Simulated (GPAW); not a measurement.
Here is a GPAW 26.7.0 calculation.

The input run.py:

```python
from ase.dft.bandgap import bandgap
from ase.io import read, write
from ase.units import GPa
from gpaw import GPAW, PW

atoms = read('NiO.xyz')
atoms.set_initial_magnetic_moments([1.0, 0.0])

calc = GPAW(mode=PW(800),
            xc='MGGA_X_R2SCAN+MGGA_C_R2SCAN',
            kpts={'size': (11, 11, 11), 'gamma': True},
            occupations={'name': 'fermi-dirac', 'width': 0.05},
            setups={'Ni': ':d,2.0'},
            nbands=22,
            convergence={'density': 1e-05, 'energy': 1e-05},
            maxiter=150,
            txt='gpaw.txt')
atoms.calc = calc
energy = atoms.get_potential_energy()
forces = atoms.get_forces()
stress = atoms.get_stress()
calc.write('gs.gpw')
write('result.traj', atoms)
print(f'Energy: {energy:.6f} eV')
print('Forces (eV/A):')
print(forces.round(4))
print('Stress (GPa):', (stress / GPa).round(3))
print('Moments:', calc.get_magnetic_moments().round(3))
print('Fermi level:', round(calc.get_fermi_level(), 4), 'eV')
print(f'Gap: {bandgap(calc)[0]:.4f} eV, direct: {bandgap(calc, direct=True)[0]:.4f} eV')
```

Contents of NiO.xyz:

```xyz
2
Lattice="2.5046153800 0.0000000000 0.0000000000 0.0000000000 2.5046153800 0.0000000000 0.0000000000 0.0000000000 2.5046153800" Properties=species:S:1:pos:R:3 pbc="T T T"
Ni     0.0000000000      0.0000000000      0.0000000000
O      1.2523076900      1.2523076900      1.2523076900
```

Potentials or basis: GPAW PAW data sets (gpaw-data 1.2.1), pw.

Command:

```console
$ OMP_NUM_THREADS=1 python run.py
```

Task: Estimate the band gap on the k mesh.

Result: None (metal or under the smearing width).

Task: Estimate the net moment.

Result: 2.00 μB per cell.

Task: What does it give for the site moments?

Result: Ni +1.56; O +0.35 μB.

Caveat: the stock nickel data set gives pressures a few GPa off other programs; a pressure of tens of GPa on the cell as given is suspect, and the run, the potentials or the cell itself is likely at fault; the PAW data sets were made with another functional, which shifts forces and pressure a little; a cell with one magnetic atom can't hold antiferromagnetic order, which such compounds often take. The state reached can hang on the start; a lower one may exist.
